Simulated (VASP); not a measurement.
Wanted: the native input for a VASP 6.6.1 run.

- Task: single point
- Functional: PBE
- Potentials or basis: VASP PAW PBE potentials, release 64 (Ru_pv)
- Cutoff: 520 eV
- k mesh: 14 × 9 × 23
- Occupations: methfessel-paxton, width 0.1 eV
- Spin: no spin polarisation
- Further INCAR settings: ALGO = Fast; EDIFF = 1e-06

The structure of Ru lies in POSCAR:

```
Ru
1.0
    2.7179493500      0.0000000000      0.0000000000
    0.0000000000      4.3005680000      0.0000000000
    1.3589748200      0.0000000000      2.3538126900
Ru
2
Direct
    0.3333330000      0.7500000000      0.3333330000
    0.6666670000      0.2500000000      0.6666670000
```

These files were run (other wordings do the same):

INCAR

```
SYSTEM = Ru
PREC = Accurate
ENCUT = 520
EDIFF = 1E-6
ISMEAR = 1
SIGMA = 0.1
LREAL = .False.
LASPH = .True.
NELM = 80
ALGO = Fast
ISIF = 2
LWAVE = .False.
LCHARG = .False.
GGA = PE
ICORELEVEL = 1
```

KPOINTS

```
regular mesh
0
Gamma
  14 9 23
  0 0 0
```

Potentials or basis: VASP PAW PBE potentials, release 64 (Ru_pv).

The run is started by

```bash
$ cat potpaw_PBE.64/Ru_pv/POTCAR > POTCAR
$ mpirun -np 1 vasp_std > vasp.out
```

It gave:

```yaml
Pressure: 0.1 GPa
Band_gap_on_the_k_mesh: none (metal or under the smearing width)
```

It took 2.3 min on 1 thread of Intel(R) Xeon(R) 6975P-C (Granite Rapids) (shared host), peak memory 0.41 GiB.
